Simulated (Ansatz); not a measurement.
# B: the cost of one run

Method: DFT PBE, scalar-relativistic, plane waves, PAW, in Ansatz 0.2.0.

## 1. Starting point

Symmetry: Pnnm, No. 58, orthorhombic system. Conventional cell: a = 2.726 Å, b = 4.530 Å, c = 7.694 Å, α = 90.00°, β = 90.00°, γ = 90.00°. Around B (site symmetry 1) lie 4 B at 1.61 to 1.77 Å. Around B (site symmetry m) lie 4 B at 1.61 to 1.75 Å.

Coordinates:

```xyz
12
Lattice="2.7259 0.0000 0.0000 0.0000 4.5305 0.0000 0.0000 0.0000 7.6937" Properties=species:S:1:pos:R:3 pbc="T T T"
B     2.4104    1.4407    1.5482
B     1.0475    0.8246    2.2986
B     1.6784    3.7059    2.2986
B     0.3155    3.0898    1.5482
B     0.3155    3.0898    6.1455
B     1.6784    3.7059    5.3950
B     1.0475    0.8246    5.3950
B     2.4104    1.4407    6.1455
B     2.0374    3.9912    3.8468
B     0.6745    2.8045    0.0000
B     2.0514    1.7260    0.0000
B     0.6885    0.5393    3.8468
```

A structure generator made this guess: 4-connected net of one element (Pnnm, No. 58). The dimensions are guesses.

## 2. The guess as it stands, on a coarse mesh

input.yaml reads:

```yaml
crystal:
  lattice:
    - [2.72588219, 0.0, 0.0]
    - [0.0, 4.5304882, 0.0]
    - [0.0, 0.0, 7.69368516]
  atoms:
    - { symbol: B, position: [0.88427542, 0.31799787, 0.20122933] }
    - { symbol: B, position: [0.38427542, 0.18200213, 0.29877067] }
    - { symbol: B, position: [0.61572458, 0.81799787, 0.29877067] }
    - { symbol: B, position: [0.11572458, 0.68200213, 0.20122933] }
    - { symbol: B, position: [0.11572458, 0.68200213, 0.79877067] }
    - { symbol: B, position: [0.61572458, 0.81799787, 0.70122933] }
    - { symbol: B, position: [0.38427542, 0.18200213, 0.70122933] }
    - { symbol: B, position: [0.88427542, 0.31799787, 0.79877067] }
    - { symbol: B, position: [0.74742706, 0.8809678, 0.5] }
    - { symbol: B, position: [0.24742706, 0.6190322, 0.0] }
    - { symbol: B, position: [0.75257294, 0.3809678, 0.0] }
    - { symbol: B, position: [0.25257294, 0.1190322, 0.5] }
basis:
  ecutwfc: 420
kpoints:
  mp_grid: { grid: [6, 4, 2] }
hamiltonian:
  xc: pbe
scf:
  occupations: { method: gaussian, width: 0.1 }
  lower_state_search: "off"
output:
  forces: true
  stress: true
  eigenvalues: true
```

Launch:

```bash
ansatz run input.yaml --threads 1 --pin off --max-ram 2560MiB --backend cpu --events-out ev --progress --plain --runs-dir out
```

**Question.** How long does this run take on 1 thread of Arm Neoverse V1, shared host, and how much memory does it need?

About 4.5 s, with a peak of 0.33 GiB.
